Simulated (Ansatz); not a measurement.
# Carbon, fcc under PBE: structure, energy and stiffness, part 2 of 2

Aim: take carbon in the fcc structure, relax it, solve it on a dense k-mesh, switch on spin-orbit coupling, then scale the cell to 7 volumes from 88 to 112 % of the relaxed one and try a fit of the equation of state. The k-meshes are 18×18×18 for the relaxation; 29×29×29 for the dense run; 17×17×17 for spin-orbit coupling; 20×20×20 for the volumes.

Ansatz 0.2.0; DFT, PBE, plane waves (420 eV) with PAW, scalar-relativistic. Earlier steps stand in the parts before.

### Step 4. A two-component run at the same geometry

input.yaml

```yaml
crystal:
  lattice:
    - [0.0, 1.5412318899, 1.5412318899]
    - [1.5412318899, 0.0, 1.5412318899]
    - [1.5412318899, 1.5412318899, 0.0]
  atoms:
    - { symbol: C, position: [0.0, 0.0, 0.0] }
hamiltonian:
  xc: pbe
  pseudopotentials:
    kind: paw_fr
    azcp:
      C: "pseudopotentials/C.paw.azcp"
basis:
  ecutwfc: 420
  fft_grid_basis: typed
kpoints:
  mp_grid: { grid: [17, 17, 17], shift: [0, 0, 0] }
magnetization:
  noncollinear: true
  spin_orbit: true
scf:
  occupations: { method: fermi_dirac, width: 0.1 }
```

Output, shortened:

```text
[...]
Pseudopotentials: kind: paw_fr
Pseudopotential: C, paw_fr, valence charge 4, recommended cutoff 420 eV (normal), <dir>
Functional definition: PBE
[...]
non-collinear run that drives no moment, with spin-orbit: no starting moment large enough to seed its density (crystal.atoms[].spin), no starting occupations that ask for one, no magnetisation constraint and no magnetic field, so the semilocal B_xc is pinned to zero
Crystal: 1 atoms, lattice volume = 7.322 Å³
Basis set: ecut = 420 eV, 137 PW (Γ)
Bands: 12, of which v1, the nominal top of the filled ones, is band 4 counted from 1 (3 counted from 0)
Symmetry: 48 space group operations + 48 with time reversal
Magnetic group: BNS 225.117 (UNI 1619), of the structure as read, at distance tolerance 1.9e-5 Å
k-points: 165 of 4913
Projection manifold: j_resolved (fully-relativistic pseudo-atomic orbitals)
[...]
SCF iter   1: F=—  HF=-246.381708 eV  |F-HF|=—  |Δ(HF+E_count)|=         —  Δρ=1.57e-2  dr2=9.03e-3  dr2_m=0.00e0 (ungated)  ethr=3.10e-3  |M|=0.00e0 ∫|m|=0.00e0 μB  |m|>n=0.0e0 m-floor=0.0e0 τ_xc=0.0e0  β_m=0.30  ⟨swp⟩=5.1  Hψ=5441  notcnv=0  defer=8
[...]
SCF iter   6: F=-246.380135 eV  HF=-246.380135 eV  |F-HF|=5.29e-11  |Δ(HF+E_count)|=   1.22e-8  Δρ=6.64e-6  dr2=1.63e-9  dr2_m=0.00e0 (ungated)  ethr=2.50e-9  |M|=0.00e0 ∫|m|=0.00e0 μB  |m|>n=0.0e0 m-floor=0.0e0 τ_xc=0.0e0  ⟨swp⟩=2.0  Hψ=1666  notcnv=0
[...]
SCF converged after 6 iterations
Magnetization: |M| = 0.0000 μB,  M = (+0.0000, +0.0000, +0.0000) μB
Absolute magnetization: 0.0000 μB (∫|m|)
  site 0: m = (+0.0000, +0.0000, +0.0000) μB, |m| = 0.0000 μB  (R = 0.90 Å)
Free energy (F): -246.380135 eV
[...]
E sigma→0 (E₀):  -246.375077 eV
Entropy (-TS):   -0.010116 eV (-10.116 meV/atom)
Fermi energy:    10.409063 eV
[...]
```

It took 2.7 s on 1 thread of an x86-64 CPU, shared host; peak memory 0.38 GiB.

Side by side:

```csv
,scalar-relativistic,with spin-orbit coupling
k-mesh,29×29×29,17×17×17
gap on the mesh,none (levels filled in part),none (levels filled in part)
```

The meshes differ, so small differences between the columns need not come from spin-orbit coupling.

### Step 5. The cell scaled to 88 % of its volume

input.yaml

```yaml
crystal:
  lattice:
    - [0.0, 1.4769378163, 1.4769378163]
    - [1.4769378163, 0.0, 1.4769378163]
    - [1.4769378163, 1.4769378163, 0.0]
  atoms:
    - { symbol: C, position: [0.0, 0.0, 0.0] }
hamiltonian:
  xc: pbe
  pseudopotentials:
    kind: paw
    azcp:
      C: "pseudopotentials/C.paw.azcp"
basis:
  ecutwfc: 420
  fft_grid_basis: typed
kpoints:
  mp_grid: { grid: [20, 20, 20], shift: [0, 0, 0] }
magnetization:
  spin_polarized: false
scf:
  occupations: { method: fermi_dirac, width: 0.1 }
  lower_state_search: "off"
output:
  stress: true
```

Output, shortened:

```text
[...]
[... 3 set-up lines as earlier in the session ...]
[...]
Crystal: 1 atoms, lattice volume = 6.443 Å³
Basis set: ecut = 420 eV, 137 PW (Γ)
Bands: 6, of which v1, the nominal top of the filled ones, is band 2 counted from 1 (1 counted from 0)
[... 2 set-up lines as earlier in the session ...]
k-points: 256 of 8000
[...]
SCF iter   1: F=—  HF=-246.315353 eV  |F-HF|=—  |Δ(HF+E_count)|=         —  Δρ=2.92e-3  dr2=7.62e-5  ethr=1.77e-3  ⟨swp⟩=4.8  Hψ=11895  notcnv=0
[...]
SCF iter   6: F=-246.315587 eV  HF=-246.315587 eV  |F-HF|=3.40e-10  |Δ(HF+E_count)|=   1.25e-9  Δρ=4.36e-6  dr2=7.55e-10  ethr=1.09e-10  ⟨swp⟩=1.6  Hψ=4029  notcnv=0
[...]
SCF converged after 6 iterations
Free energy (F): -246.315587 eV
[...]
E sigma→0 (E₀):  -246.309171 eV
Entropy (-TS):   -0.012833 eV (-12.833 meV/atom)
Fermi energy:    12.562403 eV
[...]
--- Stress (GPa, compression-positive) ---
       24.265047       0.000000       0.000000
        0.000000      24.265047       0.000000
       -0.000000       0.000000      24.265047
  P = ⅓ Tr σ = 24.2650 GPa (242.650 kbar)
```

Run time: 2 s. Hardware: 1 thread of an x86-64 CPU, shared host; peak memory 0.44 GiB.

### Step 6. The cell scaled to 92 % of its volume

input.yaml: that of step 5 with these lines changed.

```diff
@@ -2,5 +2,5 @@
   lattice:
-    - [0.0, 1.4769378163, 1.4769378163]
-    - [1.4769378163, 0.0, 1.4769378163]
-    - [1.4769378163, 1.4769378163, 0.0]
+    - [0.0, 1.4989849148, 1.4989849148]
+    - [1.4989849148, 0.0, 1.4989849148]
+    - [1.4989849148, 1.4989849148, 0.0]
   atoms:
```

Output, shortened:

```text
[...]
[... 3 set-up lines as earlier in the session ...]
[...]
Crystal: 1 atoms, lattice volume = 6.736 Å³
Basis set: ecut = 420 eV, 137 PW (Γ)
Bands: 6, of which v1, the nominal top of the filled ones, is band 2 counted from 1 (1 counted from 0)
[... 2 set-up lines as earlier in the session ...]
k-points: 256 of 8000
[...]
SCF iter   1: F=—  HF=-246.350729 eV  |F-HF|=—  |Δ(HF+E_count)|=         —  Δρ=2.66e-3  dr2=6.52e-5  ethr=1.77e-3  ⟨swp⟩=4.8  Hψ=11864  notcnv=0
[...]
SCF iter   6: F=-246.350899 eV  HF=-246.350899 eV  |F-HF|=2.69e-10  |Δ(HF+E_count)|=   1.01e-9  Δρ=3.82e-6  dr2=6.06e-10  ethr=1.14e-10  ⟨swp⟩=1.8  Hψ=4183  notcnv=0
[...]
SCF converged after 6 iterations
Free energy (F): -246.350899 eV
[...]
E sigma→0 (E₀):  -246.344590 eV
Entropy (-TS):   -0.012619 eV (-12.619 meV/atom)
Fermi energy:    11.740411 eV
[...]
--- Stress (GPa, compression-positive) ---
       14.648300      -0.000000      -0.000000
        0.000000      14.648300       0.000000
       -0.000000      -0.000000      14.648300
  P = ⅓ Tr σ = 14.6483 GPa (146.483 kbar)
```

Wall time 2 s (1 thread of an x86-64 CPU, shared host); peak memory 0.44 GiB.

### Step 7. The cell scaled to 96 % of its volume

input.yaml: that of step 6 with these lines changed.

```diff
@@ -2,5 +2,5 @@
   lattice:
-    - [0.0, 1.4989849148, 1.4989849148]
-    - [1.4989849148, 0.0, 1.4989849148]
-    - [1.4989849148, 1.4989849148, 0.0]
+    - [0.0, 1.5204018785, 1.5204018785]
+    - [1.5204018785, 0.0, 1.5204018785]
+    - [1.5204018785, 1.5204018785, 0.0]
   atoms:
```

Output, shortened:

```text
[...]
[... 3 set-up lines as earlier in the session ...]
[...]
Crystal: 1 atoms, lattice volume = 7.029 Å³
Basis set: ecut = 420 eV, 137 PW (Γ)
Bands: 6, of which v1, the nominal top of the filled ones, is band 2 counted from 1 (1 counted from 0)
[... 2 set-up lines as earlier in the session ...]
k-points: 256 of 8000
[...]
SCF iter   1: F=—  HF=-246.370010 eV  |F-HF|=—  |Δ(HF+E_count)|=         —  Δρ=2.51e-3  dr2=8.43e-5  ethr=1.77e-3  ⟨swp⟩=4.8  Hψ=11835  notcnv=0
[...]
SCF iter   6: F=-246.370094 eV  HF=-246.370094 eV  |F-HF|=1.34e-9  |Δ(HF+E_count)|=   6.14e-9  Δρ=8.12e-6  dr2=2.94e-9  ethr=5.16e-10  ⟨swp⟩=2.0  Hψ=4260  notcnv=0
[...]
SCF converged after 6 iterations
Free energy (F): -246.370094 eV
[...]
E sigma→0 (E₀):  -246.363843 eV
Entropy (-TS):   -0.012503 eV (-12.503 meV/atom)
Fermi energy:    10.996206 eV
[...]
--- Stress (GPa, compression-positive) ---
        6.598471       0.000000       0.000000
       -0.000000       6.598471       0.000000
        0.000000       0.000000       6.598471
  P = ⅓ Tr σ = 6.5985 GPa (65.985 kbar)
```

Wall time 2.2 s (1 thread of an x86-64 CPU, shared host); peak memory 0.44 GiB.

### Step 8. The cell scaled to 100 % of its volume

input.yaml: that of step 7 with these lines changed.

```diff
@@ -2,5 +2,5 @@
   lattice:
-    - [0.0, 1.5204018785, 1.5204018785]
-    - [1.5204018785, 0.0, 1.5204018785]
-    - [1.5204018785, 1.5204018785, 0.0]
+    - [0.0, 1.5412318899, 1.5412318899]
+    - [1.5412318899, 0.0, 1.5412318899]
+    - [1.5412318899, 1.5412318899, 0.0]
   atoms:
```

Output, shortened:

```text
[...]
[... 3 set-up lines as earlier in the session ...]
[...]
Crystal: 1 atoms, lattice volume = 7.322 Å³
Basis set: ecut = 420 eV, 137 PW (Γ)
Bands: 6, of which v1, the nominal top of the filled ones, is band 2 counted from 1 (1 counted from 0)
[... 2 set-up lines as earlier in the session ...]
k-points: 256 of 8000
[...]
SCF iter   1: F=—  HF=-246.375833 eV  |F-HF|=—  |Δ(HF+E_count)|=         —  Δρ=2.45e-3  dr2=1.20e-4  ethr=1.77e-3  ⟨swp⟩=4.9  Hψ=11781  notcnv=0
[...]
SCF iter   6: F=-246.375848 eV  HF=-246.375848 eV  |F-HF|=1.62e-9  |Δ(HF+E_count)|=   8.34e-9  Δρ=8.54e-6  dr2=3.46e-9  ethr=6.55e-10  ⟨swp⟩=2.0  Hψ=4266  notcnv=0
[...]
SCF converged after 6 iterations
Free energy (F): -246.375848 eV
[...]
E sigma→0 (E₀):  -246.369556 eV
Entropy (-TS):   -0.012583 eV (-12.583 meV/atom)
Fermi energy:    10.321488 eV
[...]
--- Stress (GPa, compression-positive) ---
       -0.116234       0.000000      -0.000000
       -0.000000      -0.116234       0.000000
        0.000000      -0.000000      -0.116234
  P = ⅓ Tr σ = -0.1162 GPa (-1.162 kbar)
```

It took 1.3 s on 1 thread of an x86-64 CPU, shared host; peak memory 0.44 GiB.

### Step 9. The cell scaled to 104 % of its volume

input.yaml: that of step 8 with these lines changed.

```diff
@@ -2,5 +2,5 @@
   lattice:
-    - [0.0, 1.5412318899, 1.5412318899]
-    - [1.5412318899, 0.0, 1.5412318899]
-    - [1.5412318899, 1.5412318899, 0.0]
+    - [0.0, 1.5615135827, 1.5615135827]
+    - [1.5615135827, 0.0, 1.5615135827]
+    - [1.5615135827, 1.5615135827, 0.0]
   atoms:
```

Output, shortened:

```text
[...]
[... 3 set-up lines as earlier in the session ...]
[...]
Crystal: 1 atoms, lattice volume = 7.615 Å³
Basis set: ecut = 420 eV, 169 PW (Γ)
Bands: 6, of which v1, the nominal top of the filled ones, is band 2 counted from 1 (1 counted from 0)
[... 1 set-up line as earlier in the session ...]
Space group: Fm-3m (ITA 225), of the structure as read, at distance tolerance 2.0e-5 Å
k-points: 256 of 8000
[...]
SCF iter   1: F=—  HF=-246.370401 eV  |F-HF|=—  |Δ(HF+E_count)|=         —  Δρ=2.42e-3  dr2=1.59e-4  ethr=1.77e-3  ⟨swp⟩=4.9  Hψ=11762  notcnv=0
[...]
SCF iter   6: F=-246.370378 eV  HF=-246.370378 eV  |F-HF|=4.53e-9  |Δ(HF+E_count)|=   1.24e-8  Δρ=1.41e-5  dr2=9.89e-9  ethr=9.59e-10  ⟨swp⟩=2.0  Hψ=4264  notcnv=0
[...]
SCF converged after 6 iterations
Free energy (F): -246.370378 eV
[...]
E sigma→0 (E₀):  -246.363918 eV
Entropy (-TS):   -0.012921 eV (-12.921 meV/atom)
Fermi energy:    9.700577 eV
[...]
--- Stress (GPa, compression-positive) ---
       -5.684118       0.000000      -0.000000
        0.000000      -5.684118      -0.000000
        0.000000       0.000000      -5.684118
  P = ⅓ Tr σ = -5.6841 GPa (-56.841 kbar)
```

Run time: 1.6 s. Hardware: 1 thread of an x86-64 CPU, shared host; peak memory 0.44 GiB.

### Step 10. The cell scaled to 108 % of its volume

input.yaml: that of step 9 with these lines changed.

```diff
@@ -2,5 +2,5 @@
   lattice:
-    - [0.0, 1.5615135827, 1.5615135827]
-    - [1.5615135827, 0.0, 1.5615135827]
-    - [1.5615135827, 1.5615135827, 0.0]
+    - [0.0, 1.581281676, 1.581281676]
+    - [1.581281676, 0.0, 1.581281676]
+    - [1.581281676, 1.581281676, 0.0]
   atoms:
```

Output, shortened:

```text
[...]
[... 3 set-up lines as earlier in the session ...]
[...]
Crystal: 1 atoms, lattice volume = 7.908 Å³
Basis set: ecut = 420 eV, 169 PW (Γ)
Bands: 6, of which v1, the nominal top of the filled ones, is band 2 counted from 1 (1 counted from 0)
[... 2 set-up lines as earlier in the session ...]
k-points: 256 of 8000
[...]
SCF iter   1: F=—  HF=-246.355751 eV  |F-HF|=—  |Δ(HF+E_count)|=         —  Δρ=2.39e-3  dr2=1.99e-4  ethr=1.77e-3  ⟨swp⟩=5.0  Hψ=11717  notcnv=0
[...]
SCF iter   6: F=-246.355721 eV  HF=-246.355721 eV  |F-HF|=1.08e-9  |Δ(HF+E_count)|=   6.93e-9  Δρ=6.49e-6  dr2=2.26e-9  ethr=5.21e-10  ⟨swp⟩=1.9  Hψ=4288  notcnv=0
[...]
SCF converged after 6 iterations
Free energy (F): -246.355721 eV
[...]
E sigma→0 (E₀):  -246.348995 eV
Entropy (-TS):   -0.013452 eV (-13.452 meV/atom)
Fermi energy:    9.122522 eV
[...]
--- Stress (GPa, compression-positive) ---
      -10.243662      -0.000000      -0.000000
        0.000000     -10.243662       0.000000
       -0.000000      -0.000000     -10.243662
  P = ⅓ Tr σ = -10.2437 GPa (-102.437 kbar)
```

It took 1.6 s on 1 thread of an x86-64 CPU, shared host; peak memory 0.44 GiB.

### Step 11. The cell scaled to 112 % of its volume

input.yaml: that of step 10 with these lines changed.

```diff
@@ -2,5 +2,5 @@
   lattice:
-    - [0.0, 1.581281676, 1.581281676]
-    - [1.581281676, 0.0, 1.581281676]
-    - [1.581281676, 1.581281676, 0.0]
+    - [0.0, 1.6005674996, 1.6005674996]
+    - [1.6005674996, 0.0, 1.6005674996]
+    - [1.6005674996, 1.6005674996, 0.0]
   atoms:
```

Output, shortened:

```text
[...]
[... 3 set-up lines as earlier in the session ...]
[...]
Crystal: 1 atoms, lattice volume = 8.201 Å³
Basis set: ecut = 420 eV, 169 PW (Γ)
Bands: 6, of which v1, the nominal top of the filled ones, is band 2 counted from 1 (1 counted from 0)
[... 2 set-up lines as earlier in the session ...]
k-points: 256 of 8000
[...]
SCF iter   1: F=—  HF=-246.333512 eV  |F-HF|=—  |Δ(HF+E_count)|=         —  Δρ=2.40e-3  dr2=2.43e-4  ethr=1.77e-3  ⟨swp⟩=5.0  Hψ=11718  notcnv=0
[...]
SCF iter   6: F=-246.333482 eV  HF=-246.333482 eV  |F-HF|=4.80e-10  |Δ(HF+E_count)|=   3.93e-9  Δρ=4.20e-6  dr2=1.00e-9  ethr=2.92e-10  ⟨swp⟩=1.7  Hψ=4281  notcnv=0
[...]
SCF converged after 6 iterations
Free energy (F): -246.333482 eV
[...]
E sigma→0 (E₀):  -246.326494 eV
Entropy (-TS):   -0.013977 eV (-13.977 meV/atom)
Fermi energy:    8.581643 eV
[...]
--- Stress (GPa, compression-positive) ---
      -13.927685       0.000000      -0.000000
        0.000000     -13.927685       0.000000
       -0.000000       0.000000     -13.927685
  P = ⅓ Tr σ = -13.9277 GPa (-139.277 kbar)
```

Run time: 1.4 s. Hardware: 1 thread of an x86-64 CPU, shared host; peak memory 0.45 GiB.

### Step 12. The equation of state

All volumes keep the relaxed shape and fractional coordinates.

```csv
V (Å³/atom),E − E₀ (meV/atom),P from the stress (GPa),P from the fit (GPa)
6.443,60.3,24.27,24.49
6.736,24.9,14.65,14.67
7.029,5.6,6.60,6.56
7.322,-0.1,-0.12,-0.16
7.615,5.6,-5.68,-5.74
7.908,20.5,-10.24,-10.38
8.201,43.0,-13.93,-14.24
```

Fit (Birch-Murnaghan, third order): V₀ = 7.314 Å³/atom, B₀ = 153 GPa, B₀′ = 3.6, largest residual 0.07 meV/atom.

### Step 13. Summary of results

The summary covers parts 1 to 2.

```
                      quantity                         value
space group (spins left aside)               Fm-3m (No. 225)
             conventional cell                   a = 3.082 Å
                        volume                 7.322 Å³/atom
             shortest distance                       2.180 Å
               gap on the mesh  none (levels filled in part)
          relative to graphite                +4575 meV/atom
                   V₀, B₀, B₀′   7.314 Å³/atom, 153 GPa, 3.6
```

The relaxation enlarged the cell by 10.7 % in volume. It lies 4575 meV/atom above the element's reference form at the same level (graphite, from a run of its own), so it is far from stable. No gap shows: it is a metal or semimetal at this level. The total energy of the spin-orbit run (on a coarser mesh) lies -6 meV/atom from the scalar one; mesh and treatment of the core enter this figure, so it is no spin-orbit energy. B₀ comes out at 153 GPa. The symmetry was held, so the structure may be unstable against distortions that break it.
